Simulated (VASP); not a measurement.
## Sc: single point with PBE

Sc:

```
Sc
1.0
     0.00000    2.26000    2.26000
     2.26000    0.00000    2.26000
     2.26000    2.26000    0.00000
Sc
1
Direct
  0.00000 0.00000 0.00000
```

This isn't the form of Sc at room conditions, which is hcp.

```json
{"Program": "VASP 6.6.1", "Task": "single point", "Functional": "PBE", "Potentials or basis": "VASP PAW PBE potentials, release 64 (Sc_sv)", "Cutoff": "520 eV", "k mesh": "4 × 4 × 4", "Occupations": "fermi-dirac, width 0.03 eV", "Spin": "no spin polarisation", "Dipole correction": "no", "Further INCAR settings": "ALGO = Fast; EDIFF = 1e-07; NBANDS = 12"}
```

```yaml
Pressure: 4.3 GPa
Band_gap_on_the_k_mesh: none (metal or under the smearing width)
```

Levels at points of the mesh, in eV from the Fermi level:
```tsv
k point	band 2	band 3	band 4	band 5	band 6	band 7	band 8	band 9
(0.00, 0.00, 0.00)	-27.87	-27.87	-27.87	-5.52	1.45	1.45	1.45	2.95
(0.50, 0.00, 0.00)	-28.36	-27.93	-27.93	-2.05	0.15	1.32	1.32	3.92
(0.50, 0.50, 0.00)	-28.33	-28.04	-28.04	-1.87	-0.94	1.95	3.92	4.17
```

Run time: 6.1 s on 1 thread of Intel(R) Xeon(R) Platinum 8175M CPU @ 2.50GHz (Skylake/Cascade Lake), with other jobs on the host, peak memory 0.13 GiB.

Caveat: the k mesh is coarse (spacing up to 0.60 Å⁻¹), so the values aren't converged.
